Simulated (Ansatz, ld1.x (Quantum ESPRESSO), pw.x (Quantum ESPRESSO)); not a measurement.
# What a changed setting does to a pw.x run (bcc Mg)

Potential: norm-conserving Troullier–Martins (Kleinman–Bylander form), ld1.x (Quantum ESPRESSO) 7.5, PBE; core [Ne], reference 3s1.5 3p0.5; waves: 3s (bound): rc 2.65 bohr; 3p (bound): rc 3.20 bohr; 3d channel at 0.3 Ry: rc 3.05 bohr; local part: all-electron potential smoothed inside 2.10 bohr (lloc = -1); core correction: a·sin(br)/r model core inside 1.65 bohr.

The reference run (k-mesh 13³, cutoffs 50/200 Ry, Fermi–Dirac 0.01 Ry, mixing_beta 0.4, conv_thr 1e-9, no spin) gives -0.16 GPa at 22.870 Å³/atom, where all-electron LAPW gives 0.19 GPa. This run, with its own iteration cap, changes k-mesh shift to 1.

```
&control
  calculation='scf', prefix='x', pseudo_dir='./', outdir='./tmp', tstress=.true., disk_io='none'
/
&system
  ibrav=0, nat=1, ntyp=1, ecutwfc=50, ecutrho=200, nbnd=8,
  occupations='smearing', smearing='fd', degauss=0.01
/
&electrons
  conv_thr=1e-09, mixing_beta=0.4, electron_maxstep=50
/
ATOMIC_SPECIES
Mg 1.0 Mg.UPF
CELL_PARAMETERS angstrom
  -1.78814222 1.78814222 1.78814222
  1.78814222 -1.78814222 1.78814222
  1.78814222 1.78814222 -1.78814222
ATOMIC_POSITIONS crystal
Mg 0.0000 0.0000 0.0000
K_POINTS automatic
13 13 13 1 1 1
```

```bash
pw.x < Mg.scf.in > Mg.scf.out
```

Question: How does the run end?

Answer: It converges in 6 iterations; the free energy moves by +0.9 meV/atom and the pressure by -0.07 GPa.

```
Message from routine setup:
     using ibrav=0 with symmetry is DISCOURAGED, use correct ibrav instead
     lattice parameter (alat)  =       5.8528  a.u.
     unit-cell volume          =     154.3344 (a.u.)^3
     number of electrons       =         2.00
     number of Kohn-Sham states=            8
     kinetic-energy cutoff     =      50.0000  Ry
     charge density cutoff     =     200.0000  Ry
     scf convergence threshold =      1.0E-09
     Exchange-correlation= PBE
     number of k points=    84  Fermi-Dirac smearing, width (Ry)=  0.0100
     iteration #  1     ecut=    50.00 Ry     beta= 0.40
     total energy              =      -2.41660453 Ry
     estimated scf accuracy    <       0.00330010 Ry
     iteration #  2     ecut=    50.00 Ry     beta= 0.40
     total energy              =      -2.41621897 Ry
     estimated scf accuracy    <       0.00112610 Ry
     iteration #  3     ecut=    50.00 Ry     beta= 0.40
     total energy              =      -2.41623718 Ry
     estimated scf accuracy    <       0.00000007 Ry
     iteration #  4     ecut=    50.00 Ry     beta= 0.40
     total energy              =      -2.41623730 Ry
     estimated scf accuracy    <       0.00000003 Ry
     iteration #  5     ecut=    50.00 Ry     beta= 0.40
     total energy              =      -2.41623730 Ry
     estimated scf accuracy    <          1.3E-09 Ry
     iteration #  6     ecut=    50.00 Ry     beta= 0.40
     the Fermi energy is     3.6524 ev
!    total energy              =      -2.41623730 Ry
     estimated scf accuracy    <          1.4E-11 Ry
     smearing contrib. (-TS)   =      -0.00206779 Ry
     The total energy is F=E-TS. E is the sum of the following terms:
     one-electron contribution =       1.29235143 Ry
     hartree contribution      =       0.00378454 Ry
     xc contribution           =      -1.55633875 Ry
     ewald contribution        =      -2.15396673 Ry
     convergence has been achieved in   6 iterations
          total   stress  (Ry/bohr**3)                   (kbar)     P=       -2.36
     Message from routine punch:
     Nothing written, as per user request (disk_io='none')
```

The run took about 7.6 s on one core of a shared host (Neoverse-V1, 32 threads, 247 GiB, load 16).
